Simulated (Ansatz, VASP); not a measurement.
# SiC (Moissanite 3C) in two plane-wave programs

Aim: how closely do two programs agree when they are given the same cell, functional and k mesh? The cell is taken from a series of runs on this material, whose earlier steps may have relaxed, scaled, displaced or heated it; both programs get it as it stands.

Calculated with Ansatz 0.2.0; plane waves, with VASP 6.6.1 beside it; zone-centre phonons at LDA.

## (1) Set-up

The structure is tetragonal, space group I-4m2 (No. 119). The conventional cell has a = 3.039 Å, b = 3.039 Å, c = 4.459 Å, α = 90.00°, β = 90.00°, γ = 90.00°. C has 4 Si at 1.88 Å nearest. Nearest to Si lie 4 C at 1.88 Å. Farther neighbours are not listed.

Coordinates:

```
C Si
1.0
     0.00000    2.14886    2.22947
     2.14886    0.00000    2.22947
     2.14886    2.14886    0.00000
C Si
1 1
Direct
  0.75000 0.75000 0.75000
  0.00000 0.00000 0.00000
```

## (2) VASP: zone-centre phonons, LDA, pair 1

Second derivatives magnify differences that forces hide, and they need a tight electronic threshold.

Lines of VASP's logs that name or quote its potential files are left out, and so is its time.

INCAR

```
SYSTEM = SiC
PREC = Accurate
ENCUT = 600
EDIFF = 1E-08
NELM = 120
ISMEAR = 0
SIGMA = 0.01
LREAL = .FALSE.
ALGO = Normal
GGA = PW92
NBANDS = 10
LORBIT = 11
LWAVE = .FALSE.
LCHARG = .FALSE.
ISIF = 2
IBRION = 8
LEPSILON = .TRUE.
LASPH = .TRUE.
GGA_COMPAT = .FALSE.
EFERMI = MIDGAP
KPAR = 2
```

POSCAR

```
SiC
1.0
    0.0000000000      2.1488620999      2.2294701531
    2.1488620999      0.0000000000      2.2294701531
    2.1488620999      2.1488620999      0.0000000000
C Si
1 1
Direct
    0.7500000000      0.7500000000      0.7500000000
    0.0000000000      0.0000000000      0.0000000000
```

KPOINTS

```
Automatic mesh
0
Gamma
12 12 12
0 0 0
```

The projector-augmented-wave data sets are C and Si (LDA family, release 64).

Command:

```bash
$ mpirun -np 2 vasp_std
```

Numbers of over 12 decimals in the logs are rounded to 6 here.

Output:

```text
[banner, memory and clock lines left out]
running    2 mpi-ranks, on    1 nodes
 distrk:  each k-point on    1 cores,    2 groups
 distr:  one band on    1 cores,    1 groups

 POSCAR found type information on POSCAR C Si
 POSCAR found :  2 types and       2 ions
|                                                                             |
|               ----> ADVICE to this user running VASP <----                  |
|                                                                             |
|     You enforced a specific xc type in the INCAR file but a different       |
|     [... a line on the potential file left out ...]
|     I HOPE YOU KNOW WHAT YOU ARE DOING!                                     |
|                                                                             |

 LDA part: xc-table for (Slater(with rela. corr.)+PW92), standard interpolation
 POSCAR, INCAR and KPOINTS ok, starting setup
 FFT: planning ... GRIDC
 FFT: planning ... GRID_SOFT
 FFT: planning ... GRID
 WAVECAR not read
 entering main loop
       N       E                     dE             d eps       ncg     rms          rms(c)
DAV:   1     0.377319198445E+01    0.37732E+01   -0.43862E+03  3340   0.766E+02
DAV:   2    -0.179941101646E+02   -0.21767E+02   -0.20763E+02  4242   0.118E+02
DAV:   3    -0.186878993467E+02   -0.69379E+00   -0.69238E+00  3820   0.187E+01
DAV:   4    -0.186911144172E+02   -0.32151E-02   -0.32148E-02  3826   0.159E+00
DAV:   5    -0.186911304244E+02   -0.16007E-04   -0.16007E-04  3832   0.101E-01    0.911E+00
DAV:   6    -0.167279463703E+02    0.19632E+01   -0.75416E+00  3420   0.131E+01    0.399E+00
DAV:   7    -0.166574160262E+02    0.70530E-01   -0.37377E-01  3854   0.384E+00    0.179E+00
DAV:   8    -0.166368727534E+02    0.20543E-01   -0.26856E-02  3486   0.106E+00    0.177E-01
DAV:   9    -0.166365018892E+02    0.37086E-03   -0.18253E-03  4036   0.248E-01    0.944E-02
DAV:  10    -0.166365171898E+02   -0.15301E-04   -0.11582E-04  3468   0.719E-02    0.315E-02
DAV:  11    -0.166365175566E+02   -0.36676E-06   -0.35396E-06  3890   0.125E-02    0.129E-02
DAV:  12    -0.166365173332E+02    0.22336E-06   -0.66212E-07  3416   0.426E-03    0.679E-04
DAV:  13    -0.166365173323E+02    0.89085E-09   -0.29089E-08  3630   0.112E-03
   1 F= -.16636517E+02 E0= -.16636517E+02  d E =0.000000E+00
 Linear response reoptimize wavefunctions to high precision
DAV:   1    -0.166365173328E+02   -0.47066E-09   -0.45191E-10  2460   0.150E-04
DAV:   2    -0.166365173328E+02    0.45475E-11   -0.14648E-11  1702   0.331E-05
 Linear response G [H, r] |phi>, progress :
  Direction:   1
       N       E                     dE             d eps       ncg     rms
RMM:   1    -0.383938557414E+02   -0.38394E+02   -0.24465E+01  8439   0.435E+01
RMM:   2    -0.310868199317E+02    0.73070E+01   -0.23736E+00  5218   0.112E+01
RMM:   3    -0.310865473275E+02    0.27260E-03   -0.31363E-02  5382   0.112E+00
RMM:   4    -0.310858248365E+02    0.72249E-03   -0.10483E-03  5714   0.131E-01
RMM:   5    -0.310857616484E+02    0.63188E-04   -0.89543E-05  5620   0.173E-02
RMM:   6    -0.310857543065E+02    0.73419E-05   -0.93478E-06  5920   0.242E-03
RMM:   7    -0.310857534998E+02    0.80674E-06   -0.12517E-06  5538   0.389E-04
RMM:   8    -0.310857534488E+02    0.50999E-07   -0.13133E-06  4774   0.945E-05
RMM:   9    -0.310857534743E+02   -0.25567E-07   -0.26516E-07  4032   0.615E-05
RMM:  10    -0.310857534741E+02    0.26093E-09   -0.31361E-07  3592   0.602E-05
RMM:  11    -0.310857534737E+02    0.36071E-09   -0.90945E-07  3005   0.605E-05
RMM:  12    -0.310857534728E+02    0.87723E-09    0.11320E-07  2257   0.604E-05
 Linear response G [H, r] |phi>, progress :
  Direction:   2
       N       E                     dE             d eps       ncg     rms
RMM:   1    -0.314221112315E+02   -0.31422E+02    0.14992E+01  8334   0.414E+01
RMM:   2    -0.270239821509E+02    0.43981E+01   -0.19210E+00  5188   0.101E+01
RMM:   3    -0.270220477256E+02    0.19344E-02   -0.26684E-02  5361   0.101E+00
RMM:   4    -0.270214001237E+02    0.64760E-03   -0.94643E-04  5687   0.117E-01
RMM:   5    -0.270213405083E+02    0.59615E-04   -0.84408E-05  5618   0.157E-02
RMM:   6    -0.270213335712E+02    0.69370E-05   -0.90341E-06  5902   0.224E-03
RMM:   7    -0.270213327754E+02    0.79589E-06   -0.52280E-07  5470   0.376E-04
RMM:   8    -0.270213326357E+02    0.13961E-06    0.91374E-07  4742   0.103E-04
RMM:   9    -0.270213326419E+02   -0.61551E-08   -0.30138E-08  4041   0.706E-05
 Linear response G [H, r] |phi>, progress :
  Direction:   3
       N       E                     dE             d eps       ncg     rms
RMM:   1    -0.345386412316E+02   -0.34539E+02   -0.77697E+00  8278   0.418E+01
RMM:   2    -0.290313143605E+02    0.55073E+01   -0.20059E+00  5156   0.104E+01
RMM:   3    -0.290319281445E+02   -0.61378E-03   -0.23133E-02  5297   0.104E+00
[...]
RMM:   5    -0.294543141085E+00   -0.18629E-08   -0.64490E-10  5148   0.259E-04
 change of polarisation eV/A/(eV/A) component  2 :     0.192     0.589    -0.125
 dielectric tensor                  component  2 :     1.686     6.177    -1.100
 Linear response to external field (no local field effect), progress :
  Direction:   3
       N       E                     dE             d eps       ncg     rms          rms(c)
[...]
Linear response to external field, progress :
  Direction:   3
       N       E                     dE             d eps       ncg     rms          rms(c)
RMM:   1    -0.357407052146E+00   -0.35741E+00   -0.14401E+00 12810   0.257E+00
RMM:   2    -0.366086659312E+00   -0.86796E-02   -0.27133E-03  8976   0.379E-01    0.890E-01
RMM:   3    -0.355993996150E+00    0.10093E-01   -0.51749E-03  8899   0.425E-01    0.515E-01
RMM:   4    -0.365405511241E+00   -0.94115E-02   -0.64194E-03  9003   0.475E-01    0.735E-02
RMM:   5    -0.367422275309E+00   -0.20168E-02   -0.14049E-04  9051   0.879E-02    0.994E-03
RMM:   6    -0.367517216834E+00   -0.94942E-04   -0.13348E-06  9405   0.885E-03    0.494E-03
RMM:   7    -0.367560926837E+00   -0.43710E-04   -0.89310E-08  9290   0.226E-03    0.320E-04
RMM:   8    -0.367564644935E+00   -0.37181E-05   -0.49029E-09  9864   0.433E-04    0.117E-04
RMM:   9    -0.367563714741E+00    0.93019E-06   -0.25104E-10  8201   0.124E-04    0.208E-05
RMM:  10    -0.367563884216E+00   -0.16947E-06    0.73164E-12  5292   0.286E-05    0.761E-06
 change of polarisation eV/A/(eV/A) component  3 :     0.221     0.073     0.694
 dielectric tensor                  component  3 :     1.945     0.639     7.102
 Linear response DOF=           4
 Linear response progress:
  Degree of freedom:   1/  4
       N       E                     dE             d eps       ncg     rms          rms(c)
RMM:   1    -0.126596727965E+00   -0.12660E+00    0.50015E-02 21088   0.208E+00
RMM:   2    -0.123189421214E+00    0.34073E-02   -0.25242E-03 14533   0.410E-01    0.202E-01
RMM:   3    -0.123255888072E+00   -0.66467E-04   -0.74186E-04 14388   0.170E-01    0.999E-02
RMM:   4    -0.124295526067E+00   -0.10396E-02   -0.56520E-04 14515   0.141E-01    0.185E-02
RMM:   5    -0.124278195004E+00    0.17331E-04   -0.76446E-06 15331   0.209E-02    0.172E-03
RMM:   6    -0.124285270797E+00   -0.70758E-05   -0.90786E-08 15875   0.234E-03    0.850E-04
RMM:   7    -0.124280952192E+00    0.43186E-05   -0.64409E-09 15718   0.491E-04    0.950E-05
RMM:   8    -0.124281678098E+00   -0.72591E-06   -0.58102E-10 15879   0.103E-04    0.274E-05
RMM:   9    -0.124281608984E+00    0.69114E-07   -0.33490E-10 16549   0.266E-05    0.300E-06
RMM:  10    -0.124281624398E+00   -0.15414E-07   -0.10402E-09 15558   0.594E-06    0.171E-06
RMM:  11    -0.124281623809E+00    0.58905E-09    0.13242E-09 12535   0.363E-06    0.149E-07
 first order change of Fermi-energy   0.63325E-04
 force on displaced ion       1 direction 1 : -18.828  -0.000  -0.000
 Born effective charge ion    1 direction 1 :  -2.685   0.000   0.000
 Linear response progress:
  Degree of freedom:   2/  4
       N       E                     dE             d eps       ncg     rms          rms(c)
RMM:   1    -0.126088699118E+00   -0.12609E+00    0.60294E-02 12305   0.209E+00
RMM:   2    -0.123024882241E+00    0.30638E-02   -0.24744E-03  8598   0.406E-01    0.208E-01
RMM:   3    -0.123035541256E+00   -0.10659E-04   -0.79817E-04  8431   0.175E-01    0.103E-01
RMM:   4    -0.124077308986E+00   -0.10418E-02   -0.61666E-04  8493   0.146E-01    0.188E-02
RMM:   5    -0.124048469844E+00    0.28839E-04   -0.87185E-06  8944   0.219E-02    0.188E-03
RMM:   6    -0.124056773654E+00   -0.83038E-05   -0.10937E-07  9217   0.251E-03    0.904E-04
RMM:   7    -0.124052008276E+00    0.47654E-05   -0.54334E-09  9209   0.494E-04    0.949E-05
RMM:   8    -0.124052749672E+00   -0.74140E-06   -0.45282E-10  9196   0.105E-04    0.285E-05
RMM:   9    -0.124052693140E+00    0.56532E-07   -0.11810E-10  9707   0.259E-05    0.385E-06
RMM:  10    -0.124052711411E+00   -0.18272E-07    0.21884E-10  9378   0.615E-06    0.208E-06
RMM:  11    -0.124052710700E+00    0.71125E-09    0.25822E-09  7423   0.341E-06    0.172E-07
 first order change of Fermi-energy   0.99367E+00
 force on displaced ion       1 direction 3 :   0.000   0.000 -19.128
 Born effective charge ion    1 direction 3 :   0.000   0.000  -2.761
 Linear response progress:
  Degree of freedom:   3/  4
       N       E                     dE             d eps       ncg     rms          rms(c)
RMM:   1    -0.163231490668E-01   -0.16323E-01   -0.87739E-03 22873   0.866E-01
RMM:   2    -0.141795501019E-01    0.21436E-02   -0.61220E-04 14628   0.194E-01    0.128E-01
RMM:   3    -0.140776961666E-01    0.10185E-03   -0.42200E-05 14955   0.454E-02    0.732E-02
RMM:   4    -0.141315487166E-01   -0.53853E-04   -0.41620E-05 15068   0.449E-02    0.826E-03
RMM:   5    -0.141212117045E-01    0.10337E-04   -0.12077E-06 15361   0.759E-03    0.128E-03
RMM:   6    -0.141188713578E-01    0.23403E-05   -0.70555E-09 15729   0.764E-04    0.606E-04
RMM:   7    -0.141175259606E-01    0.13454E-05   -0.29613E-09 15725   0.236E-04    0.730E-05
RMM:   8    -0.141175985572E-01   -0.72597E-07   -0.14549E-09 16281   0.396E-05    0.176E-05
RMM:   9    -0.141176239100E-01   -0.25353E-07   -0.59377E-10 16354   0.137E-05    0.339E-06
RMM:  10    -0.141176164582E-01    0.74518E-08    0.11964E-09 15203   0.374E-06    0.897E-07
 first order change of Fermi-energy  -0.91450E-05
 force on displaced ion       2 direction 1 : -18.829   0.000  -0.000
 Born effective charge ion    2 direction 1 :   2.683   0.000   0.000
 Linear response progress:
  Degree of freedom:   4/  4
       N       E                     dE             d eps       ncg     rms          rms(c)
RMM:   1    -0.165323001936E-01   -0.16532E-01   -0.43674E-03 13099   0.889E-01
RMM:   2    -0.146344994173E-01    0.18978E-02   -0.62150E-04  8675   0.195E-01    0.134E-01
RMM:   3    -0.145445856002E-01    0.89914E-04   -0.53259E-05  8801   0.495E-02    0.758E-02
RMM:   4    -0.146248764595E-01   -0.80291E-04   -0.49356E-05  8822   0.478E-02    0.918E-03
RMM:   5    -0.146150869520E-01    0.97895E-05   -0.13494E-06  8958   0.795E-03    0.133E-03
RMM:   6    -0.146130605964E-01    0.20264E-05   -0.97076E-09  9154   0.752E-04    0.662E-04
RMM:   7    -0.146117240171E-01    0.13366E-05   -0.10745E-09  9155   0.247E-04    0.711E-05
RMM:   8    -0.146118020412E-01   -0.78024E-07   -0.16357E-10  9519   0.423E-05    0.208E-05
RMM:   9    -0.146118284113E-01   -0.26370E-07   -0.25602E-10  9512   0.140E-05    0.318E-06
RMM:  10    -0.146118206684E-01    0.77429E-08    0.30379E-09  8877   0.376E-06    0.111E-06
 first order change of Fermi-energy  -0.99287E+00
 force on displaced ion       2 direction 3 :   0.000   0.000 -19.128
 Born effective charge ion    2 direction 3 :   0.000   0.000   2.760
 Born effective charges drift removed
 Linear response finished
```

From OUTCAR (step 2):

```text
ion  position               nearest neighbor table
   1  0.750  0.750  0.750-   2 1.88   2 1.88   2 1.88   2 1.88
   2  0.000  0.000  0.000-   1 1.88   1 1.88   1 1.88   1 1.88

  LATTYP: Found a body centered tetragonal cell.
 ALAT       =     3.0389499253
 C/A-ratio  =     1.4672635008

 Subroutine GETGRP returns: Found  8 space group operations
 (whereof  8 operations were pure point group operations)

The static configuration has the point symmetry D_2d.

 Found    163 irreducible k-points:

   k-points           NKPTS =    163   k-points in BZ     NKDIM =    163   number of bands    NBANDS=     10

   dimension x,y,z NGX =    28 NGY =   28 NGZ =   24
   dimension x,y,z NGXF=    56 NGYF=   56 NGZF=   48

   ENCUT  =  600.0 eV  44.10 Ry    6.64 a.u.   6.18  6.18  6.07*2*pi/ulx,y,z

   NELECT =       8.0000    total number of electrons

 k-points in reciprocal lattice and weights: Automatic mesh
   0.00000000  0.00000000  0.00000000       0.001
   0.08333333 -0.00000000  0.00000000       0.005
   0.16666667  0.00000000  0.00000000       0.005
   0.25000000  0.00000000  0.00000000       0.005
   0.33333333  0.00000000  0.00000000       0.005
   0.41666667 -0.00000000  0.00000000       0.005
   0.50000000  0.00000000  0.00000000       0.002
   0.08333333  0.08333333  0.00000000       0.001
   0.16666667  0.08333333  0.00000000       0.005
[...]
-0.33333333  0.16666667  0.50000000       0.002
  -0.25000000  0.25000000  0.50000000       0.001

 average (electrostatic) potential at core
       1 -48.9667       2 -81.8798

  Total       -0.0045219     -0.0045219     -1.3347605      0.0000000     -0.0000000      0.0000000
  in kB       -0.3518681     -0.3518681   -103.8640358      0.0000000     -0.0000000      0.0000000
  external PRESSURE =     -34.8559240 kB  Pullay stress =       0.0000000 kB

  energy-cutoff  :      600.00
  volume of cell :       20.59
      direct lattice vectors                 reciprocal lattice vectors
     0.000000000  2.148862100  2.229470153    -0.232681287  0.232681287  0.224268533
     2.148862100  0.000000000  2.229470153     0.232681287 -0.232681287  0.224268533
     2.148862100  2.148862100  0.000000000     0.232681287  0.232681287 -0.224268533

 POSITION                                       TOTAL-FORCE (eV/Angst)
 -----------------------------------------------------------------------------------
      3.22329      3.22329      3.34421         0.000000      0.000000      0.000000
      0.00000      0.00000      0.00000        -0.000000     -0.000000     -0.000000
 -----------------------------------------------------------------------------------
    total drift:                               -0.000000     -0.000000      0.000000

 MACROSCOPIC STATIC DIELECTRIC TENSOR (including local field effects in DFT)
 ------------------------------------------------------
           6.936001    -0.000000     0.000000
           0.000000     6.936001    -0.000000
          -0.000000    -0.000000     7.102343
 ------------------------------------------------------

 PIEZOELECTRIC TENSOR (including local field effects)  for field in x, y, z        (C/m^2)
          XX          YY          ZZ          XY          YZ          ZX
  --------------------------------------------------------------------------------
  x     0.00000     0.00000     0.00000     0.00000     0.99133     0.00000
  y     0.00000    -0.00000     0.00000     0.00000     0.00000     0.99133
  z     0.00000     0.00000     0.00000     0.95495     0.00000     0.00000

 BORN EFFECTIVE CHARGES (including local field effects) (in |e|, cummulative output)
 ---------------------------------------------------------------------------------
 ion    1
    1    -2.68403     0.00000     0.00000
    2     0.00000    -2.68403     0.00000
    3     0.00000     0.00000    -2.76019
 ion    2
    1     2.68403     0.00000     0.00000
    2     0.00000     2.68403     0.00000
    3     0.00000     0.00000     2.76019

 Eigenvectors and eigenvalues of the dynamical matrix
 ----------------------------------------------------

   1 f  =   23.572670 THz   148.111455 2PiTHz  786.299641 cm-1    97.488687 meV
             X         Y         Z           dx          dy          dz
      3.223293  3.223293  3.344205     0.000000    0.000000    0.836921
      0.000000  0.000000  0.000000     0.000000    0.000000   -0.547323

   2 f  =   23.387098 THz   146.945469 2PiTHz  780.109610 cm-1    96.721221 meV
             X         Y         Z           dx          dy          dz
      3.223293  3.223293  3.344205     0.000000    0.836917    0.000000
      0.000000  0.000000  0.000000     0.000000   -0.547329    0.000000

   3 f  =   23.387098 THz   146.945469 2PiTHz  780.109610 cm-1    96.721221 meV
             X         Y         Z           dx          dy          dz
      3.223293  3.223293  3.344205     0.836917   -0.000000    0.000000
      0.000000  0.000000  0.000000    -0.547329    0.000000    0.000000

   4 f/i=    0.000170 THz     0.001066 2PiTHz    0.005658 cm-1     0.000702 meV
             X         Y         Z           dx          dy          dz
      3.223293  3.223293  3.344205     0.000000    0.000000   -0.547323
      0.000000  0.000000  0.000000     0.000000    0.000000   -0.836921

   5 f/i=    0.000342 THz     0.002146 2PiTHz    0.011393 cm-1     0.001413 meV
             X         Y         Z           dx          dy          dz
      3.223293  3.223293  3.344205     0.259679    0.481805    0.000000
      0.000000  0.000000  0.000000     0.397073    0.736725    0.000000

   6 f/i=    0.000342 THz     0.002146 2PiTHz    0.011393 cm-1     0.001413 meV
             X         Y         Z           dx          dy          dz
      3.223293  3.223293  3.344205     0.481805   -0.259679    0.000000
      0.000000  0.000000  0.000000     0.736725   -0.397073    0.000000

 MACROSCOPIC STATIC DIELECTRIC TENSOR IONIC CONTRIBUTION
 ------------------------------------------------------
           3.362667     0.000000     0.000000
           0.000000     3.362667     0.000000
           0.000000     0.000000     3.500457
 ------------------------------------------------------

 ELASTIC MODULI CONTR FROM IONIC RELAXATION (kBar)
 Direction    XX          YY          ZZ          XY          YZ          ZX
 --------------------------------------------------------------------------------
 XX           0.0000      0.0000      0.0000      0.0000      0.0000      0.0000
 YY           0.0000      0.0000      0.0000      0.0000      0.0000      0.0000
 ZZ           0.0000      0.0000      0.0000      0.0000      0.0000      0.0000
 XY           0.0000      0.0000      0.0000   -227.8622      0.0000      0.0000
 YZ           0.0000      0.0000      0.0000      0.0000   -229.5896      0.0000
 ZX           0.0000      0.0000      0.0000      0.0000      0.0000   -219.1725
 --------------------------------------------------------------------------------

 PIEZOELECTRIC TENSOR IONIC CONTR  for field in x, y, z        (C/m^2)
          XX          YY          ZZ          XY          YZ          ZX
  --------------------------------------------------------------------------------
  x     0.00000     0.00000     0.00000     0.00000    -0.82678     0.00000
  y     0.00000     0.00000     0.00000     0.00000     0.00000    -0.80781
  z     0.00000     0.00000     0.00000    -0.84037     0.00000     0.00000
```

The gap is read on the k-mesh alone, so it is an upper bound where the band edges lie off the mesh. Energies printed during the response cycles are not total energies of the cell.

(Continued in part 2 of 2.)

[Lines on the potential files, build, host, timing and source positions are cut from VASP's logs without a mark.]

[Logs are printed without paths, hosts, clocks, repeated set-up lines and the standing remarks that a program may print on its own settings, such as how far it seeks lower states.]

[Hosts, paths, dates, database ids (printed as entryN), source tags and the programs' standing remarks are cut or masked in the printed files.]
